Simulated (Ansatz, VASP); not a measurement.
# Cross-check of MoS2 between VASP and Ansatz

Wanted: the spread between two codes on one cell, functional and k mesh. The cell is taken from a series of runs on this material, whose earlier steps may have relaxed, scaled, displaced or heated it; both programs get it as it stands.

Method: plane waves, with VASP 6.6.1 beside it; G0W0 gap at PBEsol, in Ansatz development build.

In doubt: GW ran without a cut-off Coulomb interaction for the vacuum (step 3), so the values of those runs are not to be relied on.

## (1) Set-up

The cell holds 3 atoms: 1 Mo and 2 S. Its edges and angles: a = 3.117 Å, b = 3.117 Å, c = 11.200 Å, α = 90.0°, β = 90.0°, γ = 120.0°. Vacuum lies along c.

Structure file:

```cif
data_structure
_symmetry_space_group_name_H-M 'P 1'
_symmetry_Int_Tables_number 1
_cell_length_a 3.1168
_cell_length_b 3.1168
_cell_length_c 11.2000
_cell_angle_alpha 90.000
_cell_angle_beta 90.000
_cell_angle_gamma 120.000
_cell_volume 94.22
loop_
_atom_site_label
_atom_site_type_symbol
_atom_site_fract_x
_atom_site_fract_y
_atom_site_fract_z
_atom_site_occupancy
Mo1 Mo 0.33333 0.66667 0.50000 1
S2 S 0.66667 0.33333 0.63968 1
S3 S 0.66667 0.33333 0.36032 1
```

## (2) VASP: G0W0 gap, PBEsol

Quasiparticle shifts depend on high empty states and on the cores, so they are the hardest test of two PAW sets.

Lines of VASP's logs that name or quote its potential files are left out, and so is its time.

The run reads the wave functions of an earlier VASP run, which isn't shown here.

Contents of INCAR:

```
SYSTEM = MoS2
PREC = Accurate
ENCUT = 370
ISMEAR = 0
SIGMA = 0.01
LREAL = .FALSE.
GGA = PS
NBANDS = 135
LASPH = .TRUE.
ALGO = EVGW0
NELMGW = 1
ENCUTGW = 69
NOMEGA = 64
PRECFOCK = Fast
NBANDSGW = 21
LWAVE = .FALSE.
LCHARG = .FALSE.
```

Contents of POSCAR:

```
MoS2
1.0
    3.1167983966      0.0000000000      0.0000000000
   -1.5583991983      2.6992265899      0.0000000000
    0.0000000000      0.0000000000     11.2000000000
Mo S
1 2
Direct
    0.3333333333      0.6666666667      0.5000000000
    0.6666666667      0.3333333333      0.6396750649
    0.6666666667      0.3333333333      0.3603249351
```

Contents of KPOINTS:

```
Automatic mesh
0
Gamma
6 6 1
0 0 0
```

Potentials, in the order of the species: Mo_sv_GW and S_GW (PBE family, release 64).

Launch:

```bash
export OMP_NUM_THREADS=4
mpirun -np 1 vasp_std
```

Numbers of over 12 decimals in the logs are rounded to 6 here.

The log of the run:

```text
[banner, memory and clock lines left out]
running    1 mpi-ranks, on    1 nodes
 distrk:  each k-point on    1 cores,    1 groups
 distr:  one band on    1 cores,    1 groups
 Offloading initialized ...    1 GPUs detected
 POSCAR found type information on POSCAR MoS
 POSCAR found :  2 types and       3 ions
|                                                                             |
|               ----> ADVICE to this user running VASP <----                  |
|                                                                             |
|     You enforced a specific xc type in the INCAR file but a different       |
|     [... a line on the potential file left out ...]
|     I HOPE YOU KNOW WHAT YOU ARE DOING!                                     |
|                                                                             |

|                                                                             |
|           W    W    AA    RRRRR   N    N  II  N    N   GGGG   !!!           |
|           W    W   A  A   R    R  NN   N  II  NN   N  G    G  !!!           |
|           W    W  A    A  R    R  N N  N  II  N N  N  G       !!!           |
|           W WW W  AAAAAA  RRRRR   N  N N  II  N  N N  G  GGG   !            |
|           WW  WW  A    A  R   R   N   NN  II  N   NN  G    G                |
|           W    W  A    A  R    R  N    N  II  N    N   GGGG   !!!           |
|                                                                             |
|     The default for ENCUTGWSOFT is different in this version of VASP.       |
|     please manually set ENCUTGWSOFT =69 in the INCAR file.                  |
|                                                                             |

 LDA part: xc-table for (Slater+PW92), standard interpolation
 found WAVECAR, reading the header
 POSCAR, INCAR and KPOINTS ok, starting setup
 FFT: planning ... GRIDC
 FFT: planning ... GRID_SOFT
 FFT: planning ... GRID
 reading WAVECAR
 the WAVECAR file was read successfully
 initial charge from wavefunction
 available memory per node:   1685.00 GB, setting MAXMEM to   1725441

 The Fermi energy was updated, please check that it is located mid-gap
 values below the HOMO (VB) or above the LUMO (CB) will cause erroneous energies
 E-fermi :   2.1997

 calculate exact exchange contribution
 the WAVEDER file was read successfully
energies w=
    0.000    0.000    0.795    0.000    1.589    0.000    2.379    0.000
    3.165    0.000    3.944    0.000    4.715    0.000    5.478    0.000
    6.231    0.000    6.975    0.000    7.709    0.000    8.433    0.000
    9.147    0.000    9.852    0.000   10.548    0.000   11.235    0.000
   11.916    0.000   12.590    0.000   13.258    0.000   13.923    0.000
   14.584    0.000   15.244    0.000   15.903    0.000   16.564    0.000
   17.227    0.000   17.894    0.000   18.567    0.000   19.247    0.000
   19.938    0.000   20.639    0.000   21.355    0.000   22.087    0.000
   22.838    0.000   23.611    0.000   24.408    0.000   25.234    0.000
   26.093    0.000   26.988    0.000   27.925    0.000   28.911    0.000
   29.950    0.000   31.051    0.000   32.223    0.000   33.476    0.000
   34.821    0.000   36.274    0.000   37.851    0.000   39.573    0.000
   41.465    0.000   43.557    0.000   45.888    0.000   48.504    0.000
   51.467    0.000   54.854    0.000   58.769    0.000   63.347    0.000
   68.776    0.000   75.320    0.000   83.361    0.000   93.476    0.000
  106.577    0.000  124.194    0.000  149.116    0.000  187.002    0.000
 responsefunction array rank=     132
 LDA part: xc-table for (Slater+PW92), standard interpolation

 min. memory requirement per mpi rank    281.1 MB, per node    281.1 MB

 allocating  64 responsefunctions rank=   132
 shmem allocating  64 responsefunctions rank=   132
 response function shared by NCSHMEM nodes    1
 Doing            64  frequencies on each core in blocks of            64
NQ=   1    0.0000    0.0000    0.0000,
|.........|.........|.........|.........|.........|.........|.........|.........
 performed        153000 updates of chi_q(r,r)
 total number of BLAS operations         18.62 Gflops
NQ=   2    0.1667    0.0000    0.0000,
|.........|.........|.........|.........|.........|.........|.........|.........
 performed        420000 updates of chi_q(r,r)
 total number of BLAS operations         46.90 Gflops
NQ=   3    0.3333    0.0000    0.0000,
|.........|.........|.........|.........|.........|.........|.........|.........
 performed        687000 updates of chi_q(r,r)
 total number of BLAS operations         77.69 Gflops
NQ=   4    0.5000    0.0000    0.0000,
|.........|.........|.........|.........|.........|.........|.........|.........
 performed        903000 updates of chi_q(r,r)
 total number of BLAS operations        106.93 Gflops
NQ=   5    0.1667    0.1667    0.0000,
|.........|.........|.........|.........|.........|.........|.........|.........
 performed       1187000 updates of chi_q(r,r)
 total number of BLAS operations        140.78 Gflops
NQ=   6    0.3333    0.1667    0.0000,
|.........|.........|.........|.........|.........|.........|.........|.........
 performed       1505000 updates of chi_q(r,r)
 total number of BLAS operations        181.21 Gflops
NQ=   7    0.3333    0.3333    0.0000,
|.........|.........|.........|.........|.........|.........|.........|.........
 performed       1687000 updates of chi_q(r,r)
 total number of BLAS operations        206.61 Gflops
 resolving degeneracies of screened two electron integrals

 calculate QP shifts <psi_nk| G(iteration)W_0 |psi_nk>: iteration 1
 entering main loop
```

From OUTCAR (step 2):

```text
ion  position               nearest neighbor table
   1  0.333  0.667  0.500-   2 2.38   3 2.38   2 2.38   3 2.38   2 2.38   3 2.38
   2  0.667  0.333  0.640-   1 2.38   1 2.38   1 2.38
   3  0.667  0.333  0.360-   1 2.38   1 2.38   1 2.38

  LATTYP: Found a hexagonal cell.
 ALAT       =     3.1167983966
 C/A-ratio  =     3.5934310067

 Subroutine GETGRP returns: Found 12 space group operations
 (whereof 12 operations were pure point group operations)

The static configuration has the point symmetry D_3h.

 Found      7 irreducible k-points:

   k-points           NKPTS =      7   k-points in BZ     NKDIM =     36   number of bands    NBANDS=    135

   dimension x,y,z NGX =    20 NGY =   20 NGZ =   70
   dimension x,y,z NGXF=    40 NGYF=   40 NGZF=  140

   ENCUT  =  370.0 eV  27.19 Ry    5.21 a.u.   4.89  4.89 17.57*2*pi/ulx,y,z

   NELECT =      26.0000    total number of electrons

  energy-cutoff  :      370.00
  volume of cell :       94.22
      direct lattice vectors                 reciprocal lattice vectors
     3.116798397  0.000000000  0.000000000     0.320842054  0.185238246 -0.000000000
    -1.558399198  2.699226590  0.000000000     0.000000000  0.370476493  0.000000000
     0.000000000  0.000000000 11.200000000     0.000000000 -0.000000000  0.089285714

 k-points in reciprocal lattice and weights: Automatic mesh
   0.00000000  0.00000000  0.00000000       0.028
   0.16666667  0.00000000  0.00000000       0.167
   0.33333333  0.00000000  0.00000000       0.167
   0.50000000  0.00000000  0.00000000       0.083
   0.16666667  0.16666667  0.00000000       0.167
   0.33333333  0.16666667  0.00000000       0.333
   0.33333333  0.33333333  0.00000000       0.056

 E-fermi :   2.1997

 QP shifts <psi_nk| G(iteration)W_0 |psi_nk>: iteration 1
 for sc-GW calculations column KS-energies equals QP-energies in previous step
 and V_xc(KS)=  KS-energies - (<T + V_ion + V_H > + <T+V_H+V_ion>^1  + <V_x>^1)
 k-point   1 :       0.0000    0.0000    0.0000
  band No.  KS-energies  QP-energies   sigma(KS)   V_xc(KS)     V^pw_x(r,r')   Z            occupation Imag(sigma)
    ...
     10      -0.6882      -1.1126     -13.0216     -12.4564     -15.6434       0.7509       2.0000       0.2740
     11      -0.1680      -0.0471     -16.0685     -16.2286     -17.7668       0.7554       2.0000       0.1797
     12      -0.1680      -0.0471     -16.0685     -16.2286     -17.7668       0.7554       2.0000       0.1797
     13       1.0810       1.1509     -15.0200     -15.1124     -16.1372       0.7561       2.0000       0.1434
     14       4.2010       5.1719     -14.3071     -15.5952     -10.7926       0.7537       0.0000      -0.2162
     15       4.2010       5.1719     -14.3071     -15.5952     -10.7926       0.7537       0.0000      -0.2162
     16       4.4656       5.3819     -14.3360     -15.5636     -10.7813       0.7465       0.0000      -0.2606
     17       4.4656       5.3819     -14.3360     -15.5636     -10.7813       0.7465       0.0000      -0.2606
    ...

 k-point   2 :       0.1667    0.0000    0.0000
  band No.  KS-energies  QP-energies   sigma(KS)   V_xc(KS)     V^pw_x(r,r')   Z            occupation Imag(sigma)
    ...
     10      -0.8932      -0.8540     -15.6511     -15.7037     -17.9976       0.7459       2.0000       0.2604
     11      -0.7630      -0.7058     -15.7741     -15.8503     -17.8145       0.7507       2.0000       0.2173
     12       0.1627      -0.1041     -13.8013     -13.4488     -15.9807       0.7570       2.0000       0.2037
     13       0.8509       0.9509     -15.4136     -15.5466     -16.6886       0.7520       2.0000       0.1565
     14       3.5956       4.4489     -13.6736     -14.8000     -10.3017       0.7575       0.0000      -0.2089
     15       3.9801       5.0081     -14.5172     -15.8663     -10.8429       0.7620       0.0000      -0.2113
     16       4.0417       4.9660     -14.5140     -15.7496     -11.0950       0.7481       0.0000      -0.2292
     17       4.8283       5.8671     -14.7399     -16.1287     -10.8714       0.7481       0.0000      -0.2639
    ...

 k-point   3 :       0.3333    0.0000    0.0000
  band No.  KS-energies  QP-energies   sigma(KS)   V_xc(KS)     V^pw_x(r,r')   Z            occupation Imag(sigma)
    ...
     10      -1.6149      -1.6288     -15.4939     -15.4752     -18.0481       0.7423       2.0000       0.2817
     11      -0.4596      -0.7554     -13.8592     -13.4633     -16.3998       0.7470       2.0000       0.2557
     12       0.0202      -0.0307     -15.0760     -15.0085     -17.1570       0.7538       2.0000       0.2026
     13       0.1790       0.2369     -15.0823     -15.1591     -16.5943       0.7540       2.0000       0.1894
     14       3.6378       4.6357     -15.1970     -16.5299     -11.6238       0.7487       0.0000      -0.2195
     15       3.6378       4.6357     -15.1970     -16.5299     -11.6238       0.7487       0.0000      -0.2195
     16       4.7923       5.8025     -14.2056     -15.5336     -10.1839       0.7607       0.0000      -0.2518
     17       5.5673       6.6657     -15.0574     -16.5356     -10.7832       0.7430       0.0000      -0.3326
    ...

 k-point   4 :       0.5000    0.0000    0.0000
  band No.  KS-energies  QP-energies   sigma(KS)   V_xc(KS)     V^pw_x(r,r')   Z            occupation Imag(sigma)
    ...
     10      -1.9528      -1.9903     -15.4090     -15.3583     -18.1748       0.7392       2.0000       0.3108
     11      -0.7364      -0.9979     -14.2314     -13.8775     -16.9320       0.7389       2.0000       0.2820
     12       0.4233       0.2884     -14.4366     -14.2587     -16.4689       0.7585       2.0000       0.1849
     13       0.5732       0.5189     -14.5157     -14.4444     -15.9846       0.7621       2.0000       0.1651
     14       3.7447       4.9156     -16.9991     -18.5808     -13.1718       0.7403       0.0000      -0.2356
     15       4.2270       5.3145     -16.1433     -17.6100     -12.0630       0.7415       0.0000      -0.2812
     16       5.2086       6.1685     -13.5056     -14.7654      -9.3202       0.7620       0.0000      -0.2671
     17       5.7706       6.8785     -15.0515     -16.5441     -10.6780       0.7422       0.0000      -0.3536
    ...

[... 3 further parts left out ...]
```

This run has no spin polarisation, so a moment on Mo, if there is one, isn't seen. The PAW data sets were made with PBE, which is usual practice but a small mismatch for other functionals.

[end of part 1 of 2]

[Lines on the potential files, build, host, timing and source positions are cut from VASP's logs without a mark.]

[Logs are printed without paths, hosts, clocks, repeated set-up lines and the standing remarks that a program may print on its own settings, such as how far it seeks lower states.]

[Hosts, paths, dates, database ids (printed as entryN), source tags and the programs' standing remarks are cut or masked in the printed files.]
